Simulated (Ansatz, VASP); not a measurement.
**One calculation of Rh, two programs**

File INCAR:

```
SYSTEM = Rh
ALGO = Normal ; EDIFF = 1E-6
EDIFFG = -0.01 ; ENCUT = 600
IBRION = 2 ; ISIF = 3
ISMEAR = -1 ; LASPH = .TRUE.
LCHARG = .FALSE. ; LREAL = .FALSE.
LWAVE = .FALSE. ; NELM = 60
NSW = 80 ; PREC = Accurate
SIGMA = 0.1
```

KPOINTS

```
k-points
0
G
  15 15 15
  0 0 0
```

File POSCAR:

```
Rh
1.0
   -1.5092612352      1.5092612352      1.5092612352
    1.5092612352     -1.5092612352      1.5092612352
    1.5092612352      1.5092612352     -1.5092612352
Rh
1
Direct
    0.0000000000      0.0000000000      0.0000000000
```

Input for Ansatz:

```yaml
crystal:
  lattice:
    - [-1.5092612352, 1.5092612352, 1.5092612352]
    - [1.5092612352, -1.5092612352, 1.5092612352]
    - [1.5092612352, 1.5092612352, -1.5092612352]
  atoms:
    - { symbol: Rh, position: [0.0, 0.0, 0.0] }
hamiltonian:
  xc: lda
  pseudopotentials:
    kind: paw
    azcp:
      Rh: "pseudopotentials/Rh.paw.azcp"
basis:
  ecutwfc: 420
  fft_grid_basis: typed
kpoints:
  mp_grid: { grid: [15, 15, 15], shift: [0, 0, 0] }
magnetization:
  spin_polarized: false
scf:
  occupations: { method: fermi_dirac, width: 0.1 }
relax:
  max_steps: 60
  f_tol: 0.01
  cell: {}
```

The cell was built by a generator and needn't be a form met in nature.

Alike in both runs: task relaxation of cell and atoms; functional LDA; k mesh 15 × 15 × 15; occupations fermi-dirac, width 0.1 eV; no spin polarisation.

|  | VASP | Ansatz |
| --- | --- | --- |
| version | VASP 6.6.1 | Ansatz 0.2.0 |
| potentials or method | VASP PAW LDA potentials, release 64 (Rh_pv) | plane waves (420 eV) with PAW, scalar-relativistic |
| plane-wave cutoff (eV) | 600 | 420 |
| valence electrons in the cell | 15 | 17 |

```csv
,VASP,Ansatz,Ansatz less VASP
relaxed volume (Å³/atom),13.65,13.61,-0.034
relaxed cell length with the largest relative difference (Å),2.608,2.605,-0.0022
energy change over the relaxation (meV/atom),-1,-1,-0.5
```

The two sets of potentials don't hold the same shells in valence. Ansatz warned: «pseudo_functional_mismatch».
